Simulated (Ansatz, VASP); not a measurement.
## One calculation of MnS, two programs

```
CELL_PARAMETERS angstrom
0.00000 2.61225 2.61225
5.22450 2.61225 2.61225
5.22450 5.22450 0.00000
ATOMIC_POSITIONS crystal
Mn 0.00000 0.00000 0.00000
Mn 0.00000 0.00000 0.50000
S 0.50000 0.50000 0.00000
S 0.50000 0.50000 0.50000
```

Alike in both runs: task single point; functional PBEsol; k mesh 6 × 6 × 6; occupations gaussian, width 0.05 eV; collinear spin; Hubbard terms Mn d U = 4.0 eV, J = 0.9 eV.

|  | VASP | Ansatz |
| --- | --- | --- |
| version | VASP 6.6.1 | Ansatz 0.2.0 |
| potentials or method | VASP PAW PBE potentials, release 64 (Mn_pv, S) | scalar-relativistic, plane waves, PAW |
| plane-wave cutoff (eV) | 520 | 420 |
| valence electrons in the cell | 38 | 42 |

|  | VASP | Ansatz | Ansatz less VASP |
| --- | --- | --- | --- |
| gap on the k mesh at the Fermi level (eV) | 0.81 | 0.69 | -0.123 |
| least direct gap on the mesh (eV) | 2.23 | 2.21 | -0.020 |
| pressure (GPa) | -1.8 | -1.3 | +0.46 |
| net moment per atom (μB) | 0.00 | 0.00 | 0.000 |
| size of the moment on the site where the two differ most (μB) | 4.52 | 4.44 | -0.079 |

Site moments also hang on the region over which each program counts them. The programs project onto different local orbitals, so the same U acts differently. The two sets of potentials don't hold the same shells in valence. Ansatz warned: «stress_scf_threshold_loose».

Caveats: the PAW data sets were made with another functional, which shifts forces and pressure a little (VASP). A k mesh can miss the band edges. The state reached can hang on the start; a lower one may exist.
